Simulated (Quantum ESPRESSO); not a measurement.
# SnTe (Fm-3m) in Quantum ESPRESSO: band structure with SCAN

Aim: the band structure of SnTe with SCAN.

All numbers are computed with Quantum ESPRESSO 7.5; they aren't measurements. Logs are shortened: lines on timing, memory, paths and dates and some standing lists are left out, and cuts for length are marked.

**What was measured.**

From a printed reference work, textbook, for a bulk crystal of SnTe at 300 K: band gap 0.18 eV (direct).

How close the calculation comes is told below.

## Step 1: Starting point

It takes space group Fm-3m (No. 225, cubic). Conventional cell: a = 6.302 Å, b = 6.302 Å, c = 6.302 Å, α = 90.00°, β = 90.00°, γ = 90.00°. Te (site symmetry m-3m) has 6 Sn at 3.15 Å as nearest neighbours. Around Sn (site symmetry m-3m) lie 6 Te at 3.15 Å.

## Step 2: Band structure, SCAN

File pw.in:

```
&CONTROL
  calculation = 'scf'
  prefix = 'pwscf'
  outdir = './tmp'
  pseudo_dir = './pseudo'
  tprnfor = .true.
  tstress = .true.
  disk_io = 'low'
/
&SYSTEM
  ibrav = 0
  nat = 2
  ntyp = 2
  ecutwfc = 70
  nbnd = 22
  input_dft = 'scan'
  occupations = 'smearing'
  smearing = 'fd'
  degauss = 0.00367493
  nosym = .true.
/
&ELECTRONS
  conv_thr = 1d-08
  electron_maxstep = 120
  mixing_beta = 0.5
/
ATOMIC_SPECIES
Te   127.6000 Te_ONCV_PBE-1.2.upf
Sn   118.7100 Sn_ONCV_PBE-1.2.upf
CELL_PARAMETERS bohr
   0.0000000000    5.9542435598    5.9542435598
   5.9542435598    0.0000000000    5.9542435598
   5.9542435598    5.9542435598    0.0000000000
ATOMIC_POSITIONS bohr
Te     5.9542435598    5.9542435598    5.9542435598
Sn     0.0000000000    0.0000000000    0.0000000000
K_POINTS automatic
5 5 5 0 0 0
```

File pp_density.in:

```
&INPUTPP
  prefix = 'pwscf'
  outdir = './tmp'
  filplot = 'density.dat'
  plot_num = 0
/
&PLOT
  nfile = 1
  filepp(1) = 'density.dat'
  iflag = 3
  output_format = 6
  fileout = 'density.cube'
/
```

File pp_potential.in:

```
&INPUTPP
  prefix = 'pwscf'
  outdir = './tmp'
  filplot = 'potential.dat'
  plot_num = 11
/
&PLOT
  nfile = 1
  filepp(1) = 'potential.dat'
  iflag = 3
  output_format = 6
  fileout = 'potential.cube'
/
```

File pp_elf.in:

```
&INPUTPP
  prefix = 'pwscf'
  outdir = './tmp'
  filplot = 'elf.dat'
  plot_num = 8
/
&PLOT
  nfile = 1
  filepp(1) = 'elf.dat'
  iflag = 3
  output_format = 6
  fileout = 'elf.cube'
/
```

File bands.in:

```
&CONTROL
  calculation = 'bands'
  prefix = 'pwscf'
  outdir = './tmp'
  pseudo_dir = './pseudo'
  disk_io = 'low'
  verbosity = 'high'
/
&SYSTEM
  ibrav = 0
  nat = 2
  ntyp = 2
  ecutwfc = 70
  nbnd = 22
  input_dft = 'scan'
  occupations = 'smearing'
  smearing = 'fd'
  degauss = 0.00367493
  nosym = .true.
/
&ELECTRONS
  conv_thr = 1d-08
  electron_maxstep = 120
  mixing_beta = 0.5
  diago_full_acc = .true.
  startingwfc = 'random'
/
ATOMIC_SPECIES
Te   127.6000 Te_ONCV_PBE-1.2.upf
Sn   118.7100 Sn_ONCV_PBE-1.2.upf
CELL_PARAMETERS bohr
   0.0000000000    5.9542435598    5.9542435598
   5.9542435598    0.0000000000    5.9542435598
   5.9542435598    5.9542435598    0.0000000000
ATOMIC_POSITIONS bohr
Te     5.9542435598    5.9542435598    5.9542435598
Sn     0.0000000000    0.0000000000    0.0000000000
K_POINTS crystal
60
 0.0000000000  0.0000000000  0.0000000000 1
 0.0625000000  0.0000000000  0.0625000000 1
 0.1250000000  0.0000000000  0.1250000000 1
 0.1875000000  0.0000000000  0.1875000000 1
 0.2500000000  0.0000000000  0.2500000000 1
 0.3125000000  0.0000000000  0.3125000000 1
 0.3750000000  0.0000000000  0.3750000000 1
 0.4375000000  0.0000000000  0.4375000000 1
 0.5000000000  0.0000000000  0.5000000000 1
 0.5000000000  0.0625000000  0.5625000000 1
 0.5000000000  0.1250000000  0.6250000000 1
 0.5000000000  0.1875000000  0.6875000000 1
 0.5000000000  0.2500000000  0.7500000000 1
 0.4375000000  0.3125000000  0.7500000000 1
 0.3750000000  0.3750000000  0.7500000000 1
 0.3375000000  0.3375000000  0.6750000000 1
 0.3000000000  0.3000000000  0.6000000000 1
 0.2625000000  0.2625000000  0.5250000000 1
 0.2250000000  0.2250000000  0.4500000000 1
 0.1875000000  0.1875000000  0.3750000000 1
 0.1500000000  0.1500000000  0.3000000000 1
 0.1125000000  0.1125000000  0.2250000000 1
 0.0750000000  0.0750000000  0.1500000000 1
 0.0375000000  0.0375000000  0.0750000000 1
 0.0000000000  0.0000000000  0.0000000000 1
 0.0625000000  0.0625000000  0.0625000000 1
 0.1250000000  0.1250000000  0.1250000000 1
 0.1875000000  0.1875000000  0.1875000000 1
 0.2500000000  0.2500000000  0.2500000000 1
 0.3125000000  0.3125000000  0.3125000000 1
 0.3750000000  0.3750000000  0.3750000000 1
 0.4375000000  0.4375000000  0.4375000000 1
 0.5000000000  0.5000000000  0.5000000000 1
 0.5250000000  0.4500000000  0.5250000000 1
 0.5500000000  0.4000000000  0.5500000000 1
 0.5750000000  0.3500000000  0.5750000000 1
 0.6000000000  0.3000000000  0.6000000000 1
 0.6250000000  0.2500000000  0.6250000000 1
 0.5833333333  0.2500000000  0.6666666667 1
 0.5416666667  0.2500000000  0.7083333333 1
 0.5000000000  0.2500000000  0.7500000000 1
 0.5000000000  0.2857142857  0.7142857143 1
 0.5000000000  0.3214285714  0.6785714286 1
 0.5000000000  0.3571428571  0.6428571429 1
 0.5000000000  0.3928571429  0.6071428571 1
 0.5000000000  0.4285714286  0.5714285714 1
 0.5000000000  0.4642857143  0.5357142857 1
 0.5000000000  0.5000000000  0.5000000000 1
 0.4821428571  0.4821428571  0.5357142857 1
 0.4642857143  0.4642857143  0.5714285714 1
 0.4464285714  0.4464285714  0.6071428571 1
 0.4285714286  0.4285714286  0.6428571429 1
 0.4107142857  0.4107142857  0.6785714286 1
 0.3928571429  0.3928571429  0.7142857143 1
 0.3750000000  0.3750000000  0.7500000000 1
 0.6250000000  0.2500000000  0.6250000000 1
 0.5937500000  0.1875000000  0.5937500000 1
 0.5625000000  0.1250000000  0.5625000000 1
 0.5312500000  0.0625000000  0.5312500000 1
 0.5000000000  0.0000000000  0.5000000000 1
```

Potentials or basis: SG15 PBE 1.2.

Launch:

```sh
OMP_NUM_THREADS=1 mpirun -n 2 pw.x -nk 2 -in pw.in > pw.out
OMP_NUM_THREADS=1 mpirun -n 1 pp.x -in pp_density.in > pp_density.out
OMP_NUM_THREADS=1 mpirun -n 1 pp.x -in pp_potential.in > pp_potential.out
OMP_NUM_THREADS=1 mpirun -n 1 pp.x -in pp_elf.in > pp_elf.out
OMP_NUM_THREADS=1 mpirun -n 2 pw.x -nk 2 -in bands.in > bands.out
```

pw.out:

```text
This program is part of the open-source Quantum ESPRESSO suite
     for quantum simulation of materials; please cite
         "P. Giannozzi et al., J. Phys.:Condens. Matter 21 395502 (2009);
         "P. Giannozzi et al., J. Phys.:Condens. Matter 29 465901 (2017);
         "P. Giannozzi et al., J. Chem. Phys. 152 154105 (2020);
     in publications or presentations arising from this work. More details at

     IMPORTANT: XC functional enforced from input :
     Exchange-correlation= SCAN
                           (   0   0   0   0   0 263 267)
     Any further DFT definition will be discarded
     Please, verify this is what you really want

     K-points division:     npool     =       2
     Subspace diagonalization in iterative solution of the eigenvalue problem:
     a serial algorithm will be used

     G-vector sticks info
     --------------------
     sticks:   dense  smooth     PW     G-vecs:    dense   smooth      PW
     Sum        1369    1369    397                33487    33487    5209

     Using Slab Decomposition

     bravais-lattice index     =            0
     lattice parameter (alat)  =       8.4206  a.u.
     unit-cell volume          =     422.1918 (a.u.)^3
     number of atoms/cell      =            2
     number of atomic types    =            2
     number of electrons       =        30.00
     number of Kohn-Sham states=           22
     kinetic-energy cutoff     =      70.0000  Ry
     charge density cutoff     =     280.0000  Ry
     scf convergence threshold =      1.0E-08
     mixing beta               =       0.5000
     number of iterations used =            8  plain     mixing
     Exchange-correlation= SCAN
                           (   0   0   0   0   0 263 267)

     celldm(1)=   8.420572  celldm(2)=   0.000000  celldm(3)=   0.000000
     celldm(4)=   0.000000  celldm(5)=   0.000000  celldm(6)=   0.000000

     crystal axes: (cart. coord. in units of alat)
               a(1) = (   0.000000   0.707107   0.707107 )
               a(2) = (   0.707107   0.000000   0.707107 )
               a(3) = (   0.707107   0.707107   0.000000 )

     reciprocal axes: (cart. coord. in units 2 pi/alat)
               b(1) = ( -0.707107  0.707107  0.707107 )
               b(2) = (  0.707107 -0.707107  0.707107 )
               b(3) = (  0.707107  0.707107 -0.707107 )

     PseudoPot. # 1 for Te read from file:
     Te_ONCV_PBE-1.2.upf
     Pseudo is Norm-conserving, Zval = 16.0
     Generated using ONCVPSP code by D. R. Hamann
     Using radial grid of  602 points,  6 beta functions with:
                l(1) =   0
                l(2) =   0
                l(3) =   1
                l(4) =   1
                l(5) =   2
                l(6) =   2

     PseudoPot. # 2 for Sn read from file:
     Sn_ONCV_PBE-1.2.upf
     Pseudo is Norm-conserving, Zval = 14.0
     Generated using ONCVPSP code by D. R. Hamann
     Using radial grid of  602 points,  6 beta functions with:
                l(1) =   0
                l(2) =   0
                l(3) =   1
                l(4) =   1
                l(5) =   2
                l(6) =   2

     atomic species   valence    mass     pseudopotential
     Te               16.00   127.60000     Te( 1.00)
     Sn               14.00   118.71000     Sn( 1.00)

     No symmetry found

   Cartesian axes

     site n.     atom                  positions (alat units)
         1        Te     tau(   1) = (   0.7071068   0.7071068   0.7071068  )
         2        Sn     tau(   2) = (   0.0000000   0.0000000   0.0000000  )

     number of k points=    63  Fermi-Dirac smearing, width (Ry)=  0.0037
                       cart. coord. in units 2pi/alat
        k(    1) = (   0.0000000   0.0000000   0.0000000), wk =   0.0160000
        k(    2) = (   0.1414214   0.1414214  -0.1414214), wk =   0.0320000
        k(    3) = (   0.2828427   0.2828427  -0.2828427), wk =   0.0320000
        k(    4) = (   0.1414214  -0.1414214   0.1414214), wk =   0.0320000
        k(    5) = (   0.2828427  -0.0000000   0.0000000), wk =   0.0320000
        k(    6) = (   0.4242641   0.1414214  -0.1414214), wk =   0.0320000
[... 55 lines left out ...]
        k(   62) = (  -0.7071068   0.1414214   0.4242641), wk =   0.0320000
        k(   63) = (  -0.5656854   0.2828427   0.2828427), wk =   0.0320000

     Dense  grid:    33487 G-vectors     FFT dimensions: (  45,  45,  45)

     WARNING: libxc functional with ID  263 depends
      on external parameters: check the user_guide of
      QE if you need to modify them or to check their
      default values.

     Initial potential from superposition of free atoms

     starting charge      29.8745, renormalised to      30.0000
     Starting wfcs are random

     Self-consistent Calculation

     iteration #  1     ecut=    70.00 Ry     beta= 0.50
     Davidson diagonalization with overlap
     ethr =  1.00E-02,  avg # of iterations =  8.7

     total energy              =    -293.59715906 Ry
     estimated scf accuracy    <      57.29489906 Ry

     iteration #  2     ecut=    70.00 Ry     beta= 0.50
     Davidson diagonalization with overlap
     ethr =  1.00E-02,  avg # of iterations =  1.0
[... 64 lines left out ...]
     total energy              =    -294.10784364 Ry
     estimated scf accuracy    <       0.00000001 Ry

     iteration # 12     ecut=    70.00 Ry     beta= 0.50
     Davidson diagonalization with overlap
     ethr =  3.40E-11,  avg # of iterations =  1.5

     End of self-consistent calculation

          k = 0.0000 0.0000 0.0000 (  4279 PWs)   bands (ev):

   -25.6081 -25.6081 -25.6081 -25.5441 -25.5441 -10.6420 -10.6420 -10.6264
   -10.6264 -10.6264  -2.6057   5.7515   8.4313   8.4313   8.4313  14.1449
    14.1449  14.1449  16.1205  16.1205  16.1205  18.2878

          k = 0.1414 0.1414-0.1414 (  4164 PWs)   bands (ev):

   -25.6079 -25.6078 -25.6078 -25.5439 -25.5439 -10.6447 -10.6447 -10.6258
   -10.6238 -10.6238  -2.2680   4.2539   8.5221   8.5221   9.4331  12.8038
    12.8038  12.9131  16.1878  16.9382  16.9382  20.4459

          k = 0.2828 0.2828-0.2828 (  4179 PWs)   bands (ev):

   -25.6076 -25.6073 -25.6073 -25.5437 -25.5437 -10.6497 -10.6497 -10.6249
   -10.6190 -10.6190  -1.4900   2.3649   8.7896   8.7896  10.4067  11.3264
    11.3264  11.4041  18.0008  19.1702  19.1702  21.3128

          k = 0.1414-0.1414 0.1414 (  4164 PWs)   bands (ev):

   -25.6079 -25.6078 -25.6078 -25.5439 -25.5439 -10.6447 -10.6447 -10.6258
   -10.6238 -10.6238  -2.2680   4.2539   8.5221   8.5221   9.4331  12.8038
    12.8038  12.9131  16.1878  16.9382  16.9382  20.4459

          k = 0.2828-0.0000 0.0000 (  4164 PWs)   bands (ev):

   -25.6082 -25.6075 -25.6075 -25.5441 -25.5438 -10.6510 -10.6399 -10.6280
   -10.6219 -10.6219  -2.1578   4.3633   7.7753   7.7753   9.5992  11.8515
    14.4748  14.4748  14.6775  18.1263  18.1263  18.7803

          k = 0.4243 0.1414-0.1414 (  4146 PWs)   bands (ev):

   -25.6080 -25.6071 -25.6070 -25.5441 -25.5436 -10.6571 -10.6424 -10.6269
   -10.6188 -10.6174  -1.5175   3.0821   7.4804   7.6216   8.3743  13.1103
    13.5540  13.9176  15.2181  19.9258  20.2648  21.0496

          k =-0.1414-0.4243 0.4243 (  4177 PWs)   bands (ev):

   -25.6075 -25.6072 -25.6070 -25.5439 -25.5436 -10.6547 -10.6479 -10.6231
   -10.6196 -10.6173  -1.1482   2.3591   6.6994   8.2040   9.1234  12.1071
    12.3955  14.5299  17.6167  18.3819  19.1608  22.0428
[... 43 lines left out ...]
          k =-0.0000 0.2828 0.0000 (  4164 PWs)   bands (ev):

   -25.6082 -25.6075 -25.6075 -25.5441 -25.5438 -10.6510 -10.6399 -10.6280
   -10.6219 -10.6219  -2.1578   4.3633   7.7753   7.7753   9.5992  11.8515
    14.4748  14.4748  14.6775  18.1263  18.1263  18.7803

          k = 0.1414 0.4243-0.1414 (  4146 PWs)   bands (ev):

   -25.6080 -25.6071 -25.6070 -25.5441 -25.5436 -10.6571 -10.6424 -10.6269
   -10.6188 -10.6174  -1.5175   3.0821   7.4804   7.6216   8.3743  13.1103
    13.5540  13.9176  15.2181  19.9258  20.2648  21.0496

          k =-0.4243-0.1414 0.4243 (  4177 PWs)   bands (ev):

   -25.6075 -25.6072 -25.6070 -25.5439 -25.5436 -10.6547 -10.6479 -10.6231
   -10.6196 -10.6173  -1.1482   2.3591   6.6994   8.2040   9.1234  12.1071
    12.3955  14.5299  17.6167  18.3819  19.1608  22.0428
[... 103 lines left out ...]
          k =-0.1414 0.4243-0.1414 (  4146 PWs)   bands (ev):

   -25.6080 -25.6071 -25.6070 -25.5441 -25.5436 -10.6571 -10.6424 -10.6269
   -10.6188 -10.6174  -1.5175   3.0821   7.4804   7.6216   8.3743  13.1103
    13.5540  13.9176  15.2181  19.9258  20.2648  21.0496

          k = 0.0000 0.5657-0.2828 (  4193 PWs)   bands (ev):

   -25.6078 -25.6072 -25.6066 -25.5442 -25.5435 -10.6607 -10.6437 -10.6249
   -10.6194 -10.6142  -1.0287   2.8748   6.1695   6.2667   9.4243  11.9102
    15.1593  15.2721  16.3917  18.2008  21.2493  21.2677

          k =-0.5657-0.0000 0.2828 (  4193 PWs)   bands (ev):

   -25.6078 -25.6072 -25.6066 -25.5442 -25.5435 -10.6607 -10.6437 -10.6249
   -10.6194 -10.6142  -1.0287   2.8748   6.1695   6.2667   9.4243  11.9102
    15.1593  15.2721  16.3917  18.2008  21.2493  21.2677
[... 151 lines left out ...]
          k =-0.5657 0.2828 0.2828 (  4177 PWs)   bands (ev):

   -25.6075 -25.6072 -25.6070 -25.5439 -25.5436 -10.6547 -10.6479 -10.6231
   -10.6196 -10.6173  -1.1482   2.3591   6.6994   8.2040   9.1234  12.1071
    12.3955  14.5299  17.6167  18.3819  19.1608  22.0428

     the Fermi energy is    10.8516 ev

!    total energy              =    -294.10784364 Ry
     estimated scf accuracy    <          1.3E-10 Ry
     smearing contrib. (-TS)   =      -0.00000275 Ry
     internal energy E=F+TS    =    -294.10784089 Ry

     The total energy is F=E-TS. E is the sum of the following terms:
     one-electron contribution =    -114.55533772 Ry
     hartree contribution      =      67.30919655 Ry
     xc contribution           =     -31.84211208 Ry
     ewald contribution        =    -215.01958764 Ry

     convergence has been achieved in  12 iterations

     Forces acting on atoms (cartesian axes, Ry/au):

     atom    1 type  1   force =    -0.00000048    0.00000153    0.00000046
     atom    2 type  2   force =     0.00000048   -0.00000153   -0.00000046

     Total force =     0.000002     Total SCF correction =     0.000005
     SCF correction compared to forces is large: reduce conv_thr to get better values

     Computing stress (Cartesian axis) and pressure

          total   stress  (Ry/bohr**3)                   (kbar)     P=       -4.48
  -0.00003047  -0.00000000  -0.00000000           -4.48       -0.00       -0.00
  -0.00000000  -0.00003047  -0.00000000           -0.00       -4.48       -0.00
  -0.00000000  -0.00000000  -0.00003047           -0.00       -0.00       -4.48

=------------------------------------------------------------------------------=
   JOB DONE.
=------------------------------------------------------------------------------=
```

Wall time 6.1 min (2 MPI ranks of Arm Neoverse V1, shared host); peak memory 0.28 GiB.

What came out:

| Property | Result |
| --- | --- |
| Free energy | -4001.5411 eV |
| Pressure | -0.4 GPa |
| Band gap along the path | 0.02 eV, direct |

Levels at the corners of the path, in eV from the Fermi level:
| point | band 12 | band 13 | band 14 | band 15 | band 16 | band 17 | band 18 | band 19 |
| --- | --- | --- | --- | --- | --- | --- | --- | --- |
| Γ | -5.10 | -2.42 | -2.42 | -2.42 | 3.29 | 3.29 | 3.29 | 5.27 |
| X | -6.95 | -5.85 | -4.02 | -4.02 | 2.61 | 4.89 | 4.89 | 6.40 |
| W | -7.86 | -5.09 | -5.09 | -1.00 | 0.72 | 4.91 | 4.91 | 6.25 |
| K | -7.91 | -5.45 | -3.50 | -2.93 | 2.96 | 3.16 | 4.54 | 5.62 |
| Γ | -5.10 | -2.42 | -2.42 | -2.42 | 3.29 | 3.29 | 3.29 | 5.27 |
| L | -8.83 | -1.99 | -1.99 | -0.01 | 0.01 | 0.23 | 0.23 | 8.29 |
| U | -7.91 | -5.45 | -3.50 | -2.93 | 2.96 | 3.16 | 4.54 | 5.62 |
| W | -7.86 | -5.09 | -5.09 | -1.00 | 0.72 | 4.91 | 4.91 | 6.25 |
| L | -8.83 | -1.99 | -1.99 | -0.01 | 0.01 | 0.23 | 0.23 | 8.29 |
| K | -7.91 | -5.45 | -3.50 | -2.93 | 2.96 | 3.16 | 4.54 | 5.62 |
| U | -7.91 | -5.45 | -3.50 | -2.93 | 2.96 | 3.16 | 4.54 | 5.62 |
| X | -6.95 | -5.85 | -4.02 | -4.02 | 2.61 | 4.89 | 4.89 | 6.40 |

Caveat: the potentials were made for another functional, which shifts forces and pressure; this odd mesh misses L, where the gap lies, so gap, dielectric constants and Born charges aren't listed; spin-orbit coupling is left out, which moves the levels of the heavy elements.

## Step 3: Against experiment

Step 2. A measured gap of SnTe is 0.18 eV (direct; 300 K; a printed reference work, textbook); the calculated 0.02 eV misses it by -0.16 eV. Spin-orbit coupling on Sn, Te is left out. The value is that of SCAN, without temperature or zero-point motion.
